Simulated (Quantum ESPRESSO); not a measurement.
Set up this calculation in Quantum ESPRESSO 7.5, as the native input.

- Task: single point
- Functional: PBE
- Potentials or basis: SG15 PBE 1.2
- Cutoff: 952 eV
- Density cutoff: 3810 eV
- k mesh: 6 × 6 × 6
- Occupations: fermi-dirac, width 0.05 eV
- Spin: no spin polarisation
- Mixing beta: 0.5
- Most SCF iterations: 120
- SCF threshold: 4e-10 Ry

Crystal: CdS.

```
CELL_PARAMETERS angstrom
0.00000 2.75324 2.75324
2.75324 0.00000 2.75324
2.75324 2.75324 0.00000
ATOMIC_POSITIONS crystal
Cd 0.00000 0.00000 0.00000
S 0.50000 0.50000 0.50000
```

Measurements of this composition are mostly on another form, of space group No. 186.

These files were run (other wordings do the same):

pw.in

```
&CONTROL
  calculation = 'scf'
  prefix = 'pwscf'
  outdir = './tmp'
  pseudo_dir = './pseudo'
  tprnfor = .true.
  tstress = .true.
  disk_io = 'nowf'
/
&SYSTEM
  ibrav = 0
  nat = 2
  ntyp = 2
  ecutwfc = 70
  nbnd = 20
  occupations = 'smearing'
  smearing = 'fd'
  degauss = 0.00367493
/
&ELECTRONS
  conv_thr = 4d-10
  electron_maxstep = 120
  mixing_beta = 0.5
/
ATOMIC_SPECIES
Cd   112.4140 Cd_ONCV_PBE-1.2.upf
S     32.0600 S_ONCV_PBE-1.2.upf
CELL_PARAMETERS angstrom
   0.0000000000    2.7532440000    2.7532440000
   2.7532440000    0.0000000000    2.7532440000
   2.7532440000    2.7532440000    0.0000000000
ATOMIC_POSITIONS crystal
Cd     0.0000000000    0.0000000000    0.0000000000
S      0.5000000000    0.5000000000    0.5000000000
K_POINTS automatic
6 6 6 0 0 0
```

Potentials or basis: SG15 PBE 1.2.

Launch:

```sh
$ OMP_NUM_THREADS=1 mpirun -n 4 pw.x -nk 4 -in pw.in > pw.out
```

It gave:

The pressure is -0.3 GPa. The band gap on the k mesh is 0.27 eV, indirect (least direct gap 1.53 eV).

It took 3.9 s on 4 MPI ranks on Arm Neoverse V2, with other jobs on the host, peak memory 0.24 GiB a rank.
